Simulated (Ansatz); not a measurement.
The system is Sn.

```
CELL_PARAMETERS angstrom
-2.02919 2.02919 1.66076
2.02919 -2.02919 1.66076
2.02919 2.02919 -1.66076
ATOMIC_POSITIONS crystal
Sn 0.00000 0.00000 0.00000
```

This isn't the form of Sn at room conditions, which is tetragonal (white tin).

Base run:

- Program: Ansatz 0.2.0
- Functional: PBE
- Potentials or basis: Ansatz PAW
- Cutoff: 420 eV (not typed: the program's choice for these potentials)
- k mesh: 10 × 10 × 10
- Occupations: fermi-dirac, width 0.05 eV
- Spin: no spin polarisation

Its results: band gap on the k mesh none (metal or under the smearing width); pressure 0.9 GPa.

Question: The run is repeated on the same cell with these changes: functional from PBE to RPBE. What comes out?

Answer: Band gap on the k mesh none (metal or under the smearing width); pressure 2.3 GPa.

RPBE binds less tightly than PBE, so the same cell stands under more pressure.

Caveats: spin-orbit coupling is left out, which moves the levels of the heavy elements; the PAW data sets come from PBE, with cores solved anew for the run's functional, which leaves a small shift of forces and pressure (some runs).
